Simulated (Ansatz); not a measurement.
Na₃H₂: competing structures

Theory: DFT PBE, scalar-relativistic, plane waves, PAW (Ansatz). Settings: cutoff 420 eV, Γ-centred meshes no coarser than 0.19 Å⁻¹ for metals and 0.3 Å⁻¹ for insulators (2π included), Gaussian smearing.

These are static lattice energies at zero pressure. The comparison covers the computed candidates alone. For metals, differences of a few meV/atom aren't resolved. No run is spin-polarised.

```tsv
#	started from	space group	atoms	V (Å³/atom)	ΔE (meV/atom)	gap on mesh (eV)
1	anti-A-type sesquioxide type, changed	P-3m1 (No. 164)	5	18.3	0	0.00
2	anti-tetradymite type	R-3m (No. 166)	5	18.3	1	0.00
```

The first two are tied within the noise. The first: Space group P-3m1 (No. 164), trigonal, a = 3.440 Å, c = 8.936 Å. Na on Wyckoff site a (1 atom of the primitive cell) is coordinated by 6 H at 2.43 Å; Na on Wyckoff site d (2 atoms of the primitive cell) has 3 H at 2.46 Å; H has 6 Na at 2.43–2.46 Å. Its energy against the elements is -0.10 eV/atom. Energies over the elements count from the lowest elemental structures computed at the same level (H₂ as a molecule), with no empirical corrections.

```xyz
5
Lattice="3.4399 0.0000 0.0000 -1.7200 2.9791 0.0000 0.0000 0.0000 8.9362" Properties=species:S:1:pos:R:3 pbc="T T T"
Na    0.0000    0.0000    0.0000
Na    0.0000    1.9860    6.0808
Na    1.7200    0.9930    2.8554
H     0.0000    1.9860    1.4054
H     1.7200    0.9930    7.5308
```

The second: Space group R-3m (No. 166), trigonal, a = 3.438 Å, c = 26.846 Å. Na on Wyckoff site a (1 atom of the primitive cell) has 6 H at 2.43 Å; Na on Wyckoff site c (2 atoms of the primitive cell) has 3 H at 2.46 Å; around H lie 6 Na at 2.43–2.46 Å.